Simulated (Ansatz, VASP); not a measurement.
## One calculation of LiF, two programs

Contents of INCAR:

```
PREC = Accurate
ENCUT = 520
EDIFF = 1E-6
ISMEAR = -1
SIGMA = 0.03
LREAL = F
LASPH = T
NELM = 100
ALGO = Normal
ISIF = 2
LWAVE = F
LCHARG = T
GGA = PE
LELF = T
LVHAR = T
NBANDS = 12
```

File KPOINTS:

```
Automatic mesh
0
Gamma
  10 10 10
```

POSCAR

```
LiF
1.0
   -0.0402800000      1.9938600000      1.9938600000
    1.9938600000     -0.0402800000      1.9938600000
    1.9938600000      1.9938600000     -0.0402800000
Li F
1 1
Direct
    0.0000000000      0.0000000000      0.0000000000
    0.5000000000      0.5000000000      0.5000000000
```

Input for Ansatz:

```yaml
crystal:
  lattice:
    - [-0.04028, 1.99386, 1.99386]
    - [1.99386, -0.04028, 1.99386]
    - [1.99386, 1.99386, -0.04028]
  atoms:
    - { symbol: Li, position: [0.0, 0.0, 0.0] }
    - { symbol: F, position: [0.5, 0.5, 0.5] }
kpoints:
  mp_grid: { grid: [10, 10, 10] }
  band_path:
    path:
      - [0.0, 0.0, 0.0]
      - [0.5, 0.5, 0.5]
      - [0.2551801333, 0.5, 0.7448198667]
      - [-0.2551801333, 0.2551801333, 0.5]
      - [0.0, 0.0, 0.5]
      - [0.0, 0.0, 0.0]
      - [-0.3775900666, 0.0, 0.3775900666]
      - [0.0, 0.3775900666, 0.6224099334]
      - [0.0, 0.5, 0.5]
    npoints: 5
scf:
  occupations: { method: fermi_dirac, width: 0.03 }
hamiltonian:
  xc: pbe
  pseudopotentials: { kind: all_electron, lapw: { basis_error: 0.001 } }
output:
  forces: true
  stress: true
  eigenvalues: true
```

Change from the starting cell: equal xy, yz and zx shear strains of -2 %.

Alike in both runs: task single point; functional PBE; k mesh 10 × 10 × 10; occupations fermi-dirac, width 0.03 eV; no spin polarisation.

```csv
,VASP,Ansatz
version,VASP 6.6.1,Ansatz 0.2.0
potentials or method,"VASP PAW PBE potentials, release 64 (Li_sv, F)","all-electron LAPW, scalar-relativistic"
plane-wave cutoff (eV),520,see its input
```

Ansatz gave:

* gap on the k mesh at the Fermi level (eV): 8.96

**Question.** Estimate VASP's values.

**Answer.** gap on the k mesh at the Fermi level (eV): 8.98.

Ansatz ran all-electron here, so the differences hold the error of VASP's frozen core and of both bases.

 A k mesh can miss the band edges.
